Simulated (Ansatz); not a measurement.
**TePb under changes of volume**

One of the cells (32.055 Å³/atom); the others are scaled copies at fixed shape and fractional positions:

```xyz
2
Lattice="4.0023 0.0000 0.0000 0.0000 4.0023 0.0000 0.0000 0.0000 4.0023" Properties=species:S:1:pos:R:3 pbc="T T T"
Pb    0.0000    0.0000    0.0000
Te    2.0011    2.0011    2.0011
```

Measurements of this composition are mostly on another form, of space group No. 225.

- Program: Ansatz 0.2.0
- Functional: PBE
- Potentials or basis: Ansatz PAW
- Cutoff: 420 eV (not typed: the program's choice for these potentials)
- k mesh: 7 × 7 × 7
- Occupations: fermi-dirac, width 0.05 eV
- Spin: no spin polarisation

```csv
volume (Å³/atom),energy over the lowest point (meV/atom),pressure (GPa)
30.132,16.66,2.8
30.773,?,?
31.414,1.89,0.8
32.055,0.00,0.0
32.696,1.35,-0.8
33.337,5.65,-1.5
33.978,12.61,-2.1
```

**Question.** What does the run at 30.773 Å³/atom give?

**Answer.** Energy over the lowest point 7.33 meV/atom; pressure 1.8 GPa.

Worked out: A Birch-Murnaghan fit of order 3 (a polynomial in V^(-2/3)) to the other rows has its minimum at 32.10 Å³/atom with B0 = V·E''(V) = 40 GPa and B' = 3.7. It gives 7.32 meV/atom at 30.773 Å³/atom, against the run's 7.33, and -dE/dV = 1.8 GPa, against 1.8.

Energies are extrapolated to zero smearing.
